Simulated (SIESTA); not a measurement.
The system is Ru.

```
Ru
1.0
     2.70580    0.00000    0.00000
    -1.35290    2.34329    0.00000
     0.00000    0.00000    4.28190
Ru
2
Direct
  0.66667 0.33333 0.75000
  0.33333 0.66667 0.25000
```

Base run:

```yaml
Program: SIESTA 5.4.2
Functional: PBE
Potentials_or_basis: PseudoDojo 0.4 standard (PBE files)
Basis: SZ (energy shift 0.003 Ry)
Grid_cutoff: 800 Ry
Energy_shift: 0.003 Ry
k_mesh: 11 × 11 × 6
Occupations: fermi-dirac, width 0.05 eV
Spin: no spin polarisation
```

Its results: band gap on the k mesh none (metal or under the smearing width); pressure 17.5 GPa.

Task: The run is repeated on the same cell with these changes: basis from SZ (energy shift 0.003 Ry) to DZ (energy shift 0.003 Ry; two zetas on semicore shells). What comes out?

Result: Band gap on the k mesh none (metal or under the smearing width); pressure 6.5 GPa.

Caveats: the basis has no polarisation orbitals; the basis of atomic orbitals isn't converged, which shifts pressures, moduli and gaps; so large a pressure means that the cell lies far from this level's equilibrium, or that cutoff or potentials fall short (some runs).
